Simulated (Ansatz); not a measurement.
**TiCo3 under changes of volume**

One of the cells (11.612 Å³/atom); the others are scaled copies at fixed shape and fractional positions:

```
CELL_PARAMETERS angstrom
3.59465 0.00000 0.00000
0.00000 3.59465 0.00000
0.00000 0.00000 3.59465
ATOMIC_POSITIONS crystal
Co 0.50000 0.50000 0.00000
Co 0.50000 0.00000 0.50000
Co 0.00000 0.50000 0.50000
Ti 0.00000 0.00000 0.00000
```

```yaml
Program: Ansatz 0.2.0
Functional: LDA
Potentials_or_basis: all-electron LAPW, scalar-relativistic
Cutoff: 272 eV (chosen from the basis error)
Basis_error_allowed: 0.002 eV/atom
k_mesh: 8 × 8 × 8
Occupations: fermi-dirac, width 0.05 eV
Spin: collinear spin, ferromagnetic start
Starting_moments: "[2.0, 2.0, 2.0, 1.0] μB"
```

```tsv
volume (Å³/atom)	energy over the lowest point (meV/atom)	pressure (GPa)	moment (μB per cell)
10.929	0.00	-7.1	0.16
11.157	13.33	-11.5	0.45
11.384	32.51	-15.4	0.64
11.612	56.89	-18.8	0.80
11.840	85.26	-18.6	2.45
12.067	?	?	?
```

Q: What does the run at 12.067 Å³/atom give?

A: Energy over the lowest point 113.24 meV/atom; pressure -21.2 GPa; moment 2.56 μB per cell.

Worked out: A Birch-Murnaghan fit of order 3 (a polynomial in V^(-2/3)) to the other rows has its minimum at 10.65 Å³/atom, just outside them, with B0 = V·E''(V) = 295 GPa and B' = 7.2. It gives 116.84 meV/atom at 12.067 Å³/atom, against the run's 113.24, and -dE/dV = -23.3 GPa, against -21.2. The moment follows no smooth curve through the other rows.

Energies are extrapolated to zero smearing.

Caveats: the starting moments weren't kept.
